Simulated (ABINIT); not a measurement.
Crystal: Si2W.

```
W Si
1.0
    -1.60690    1.60690    3.91495
     1.60690   -1.60690    3.91495
     1.60690    1.60690   -3.91495
W Si
1 2
Cartesian
  0.0000 0.0000 0.0000
  0.0000 0.0000 5.2092
  0.0000 0.0000 2.6207
```

```yaml
Program: ABINIT 10.8.3 (patched build)
Task: relaxation of cell and atoms
Functional: LDA
Potentials_or_basis: JTH PAW LDA v2.0
Cutoff: 435 eV
k_mesh: 9 × 9 × 9
Occupations: fermi-dirac, width 0.05 eV
Spin: no spin polarisation
```

At the start: pressure -5.6 GPa; volume 13.48 Å³/atom.

Q: How do energy, volume and symmetry change on relaxing?

A: Over 7 steps the energy falls by 5.9 meV/atom and the volume is 13.15 Å³/atom (-2.4 %); space group I4/mmm (No. 139, to 0.05 Å).

Step by step:
| step | energy change (eV) | largest force (eV/Å) | pressure (GPa) | volume (Å³) |
| --- | --- | --- | --- | --- |
| 1 | 0.0000 | 0.0828 | -5.64 | 40.44 |
| 2 | -0.0161 | 0.0192 | -1.70 | 39.74 |
| 3 | -0.0176 | 0.0067 | 0.05 | 39.45 |
| 4 | -0.0176 | 0.0047 | 0.01 | 39.46 |
| 5 | -0.0176 | 0.0023 | 0.00 | 39.46 |
| 6 | -0.0176 | 0.0018 | 0.00 | 39.46 |
| 7 | -0.0176 | 0.0003 | 0.00 | 39.46 |

Final structure:
```cif
data_structure
_symmetry_space_group_name_H-M 'P 1'
_symmetry_Int_Tables_number 1
_cell_length_a 4.4913
_cell_length_b 4.4913
_cell_length_c 4.4913
_cell_angle_alpha 138.441
_cell_angle_beta 138.441
_cell_angle_gamma 60.229
_cell_volume 39.46
loop_
_atom_site_label
_atom_site_type_symbol
_atom_site_fract_x
_atom_site_fract_y
_atom_site_fract_z
_atom_site_occupancy
W1 W 0.00000 0.00000 0.00000 1
Si1 Si 0.66519 0.66519 0.00000 1
Si2 Si 0.33481 0.33481 0.00000 1
```
